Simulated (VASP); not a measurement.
Wanted: the native input for a VASP 6.6.1 run.

* Task: single point
* Functional: HSE06
* Potentials or basis: VASP PAW PBE potentials, release 64 (Ir)
* Cutoff: 520 eV
* k mesh: 8 × 8 × 8
* Occupations: gaussian, width 0.1 eV
* Spin: no spin polarisation
* Grid for exact exchange (PRECFOCK): Fast
* Screening parameter: 0.2 1/A
* Further INCAR settings: ALGO = Normal; EDIFF = 1e-07; NBANDS = 10

Ir:

```
CELL_PARAMETERS angstrom
0.00000 1.91690 1.91690
1.91690 0.00000 1.91690
1.91690 1.91690 0.00000
ATOMIC_POSITIONS crystal
Ir 0.00000 0.00000 0.00000
```

The input as run:

POSCAR

```
Ir
1.0
    0.0000000000      1.9169000000      1.9169000000
    1.9169000000      0.0000000000      1.9169000000
    1.9169000000      1.9169000000      0.0000000000
Ir
1
Direct
    0.0000000000      0.0000000000      0.0000000000
```

INCAR.step1

```
SYSTEM = Ir
PREC = Accurate
ENCUT = 520
EDIFF = 1E-5
ISMEAR = 0
SIGMA = 0.1
LREAL = .False.
LASPH = .True.
NELM = 100
ALGO = Normal
ISIF = 2
LWAVE = .True.
NBANDS = 10
GGA = PE
```

INCAR.step2

```
SYSTEM = Ir
PREC = Accurate
ENCUT = 520
EDIFF = 1E-7
ISMEAR = 0
SIGMA = 0.1
LREAL = .False.
LASPH = .True.
NELM = 100
ALGO = Normal
ISIF = 2
LWAVE = .False.
LCHARG = .True.
GGA = PE
LHFCALC = .True.
HFSCREEN = 0.2
PRECFOCK = Fast
LELF = .True.
LVHAR = .True.
NBANDS = 10
ISTART = 1
```

KPOINTS

```
Automatic mesh
0
Gamma
  8 8 8
  0 0 0
```

Potentials or basis: VASP PAW PBE potentials, release 64 (Ir).

Launch:

```sh
$ cat potpaw_PBE.64/Ir/POTCAR > POTCAR
$ cp INCAR.step1 INCAR
$ mpirun -np 1 vasp_std > vasp.out
$ cp INCAR.step2 INCAR
$ mpirun -np 1 vasp_std > vasp.out
```

Results of the run:

| Property | Result |
| --- | --- |
| Pressure | 1.0 GPa |
| Band gap on the k mesh | none (metal or under the smearing width) |

Caveat: the PAW data sets were made with another functional, which shifts forces and pressure a little.

Wall time 5.9 min on 1 thread of Intel(R) Xeon(R) 6975P-C (Granite Rapids) (shared host), peak memory 0.24 GiB.
